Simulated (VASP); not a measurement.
Here is a VASP 6.6.1 calculation.

POSCAR

```
MoS2
1.0
    1.6220414536      0.9364860699      6.3283480886
   -1.6220414536      0.9364860699      6.3283480886
    0.0000000000     -1.8729721397      6.3283480886
Mo S
1 2
Direct
   -0.0000084520     -0.0000084520     -0.0000084520
    0.4142384035      0.4142384035      0.4142384035
    0.2524367152      0.2524367152      0.2524367152
```

INCAR.step1

```
PREC = Accurate ; ENCUT = 520
ISMEAR = 0 ; SIGMA = 0.01
LREAL = F ; LASPH = T
NELM = 100 ; NBANDS = 20
GGA = PE ; ALGO = Normal
EDIFF = 1E-4 ; LWAVE = T
LCHARG = F
```

The input INCAR.step2:

```
PREC = Accurate ; ENCUT = 520
EDIFF = 1E-6 ; ISMEAR = 0
SIGMA = 0.01 ; LREAL = F
LASPH = T ; NELM = 100
ALGO = Normal ; ISIF = 2
LWAVE = F ; LCHARG = F
METAGGA = R2SCAN ; LMIXTAU = T
NBANDS = 20 ; ISTART = 1
```

Contents of KPOINTS:

```
Automatic mesh
0
Gamma
  10 10 10
```

Potentials or basis: VASP PAW PBE potentials, release 64 (Mo_sv, S).

The run is started by

```bash
$ cat potpaw_PBE.64/Mo_sv/POTCAR potpaw_PBE.64/S/POTCAR > POTCAR
$ cp INCAR.step1 INCAR
$ mpirun -np 1 vasp_std > vasp.out
$ cp INCAR.step2 INCAR
$ mpirun -np 1 vasp_std > vasp.out
```

(1) Estimate the largest force.

(2) Estimate the band gap on the k mesh.

Results:

(1) 0.049 eV/Å.

(2) 0.87 eV, indirect (least direct gap 1.84 eV).

Caveat: the PAW data sets were made with another functional, which shifts forces and pressure a little.
